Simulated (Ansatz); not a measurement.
CsSnBr3:

```xyz
5
Lattice="5.8390 0.0000 0.0000 0.0000 5.8390 0.0000 0.0000 0.0000 5.8390" Properties=species:S:1:pos:R:3 pbc="T T T"
Cs    0.0000    0.0000    0.0000
Sn    2.9195    2.9195    2.9195
Br    0.0000    2.9195    2.9195
Br    2.9195    2.9195    0.0000
Br    2.9195    0.0000    2.9195
```

The cell is a database's computed one.

```yaml
Program: Ansatz 0.2.0
Task: relaxation of cell and atoms
Functional: RPBE
Dispersion: D3(BJ)
Potentials_or_basis: Ansatz PAW
Cutoff: "420 eV (not typed: the program's choice for these potentials)"
k_mesh: 5 × 5 × 5
Occupations: fermi-dirac, width 0.05 eV
Spin: no spin polarisation
```

At the start: volume 39.81 Å³/atom.

Question: Where does the relaxation end?

Answer: It ends after 6 steps and the volume is 32.44 Å³/atom (-18.5 %); space group Pm-3m (No. 221, to 0.05 Å).

Step by step:
| step | energy change (eV) | largest force (eV/Å) | volume (Å³) |
| --- | --- | --- | --- |
| 1 | 0.0000 | 0.0000 | 199.08 |
| 2 | -0.4287 | 0.0000 | 178.50 |
| 3 | -0.5269 | 0.0000 | 154.61 |
| 4 | -0.5633 | 0.0000 | 163.61 |
| 5 | -0.5646 | 0.0000 | 162.19 |
| 6 | -0.5615 | 0.0000 | 162.19 |

Final structure:
```
Cs Sn Br
1.0
     5.45351    0.00000    0.00000
     0.00000    5.45351    0.00000
     0.00000    0.00000    5.45351
Cs Sn Br
1 1 3
Direct
  0.00000 0.00000 0.00000
  0.50000 0.50000 0.50000
  0.00000 0.50000 0.50000
  0.50000 0.50000 0.00000
  0.50000 0.00000 0.50000
```

Caveat: the volume moved by over 15 % at a fixed basis, so the end points are rough; the plane-wave basis is chosen anew once the cell has moved, so the energies of steps on either side of that aren't comparable; the PAW data sets come from PBE, with cores solved anew for the run's functional, which leaves a small shift of forces and pressure.
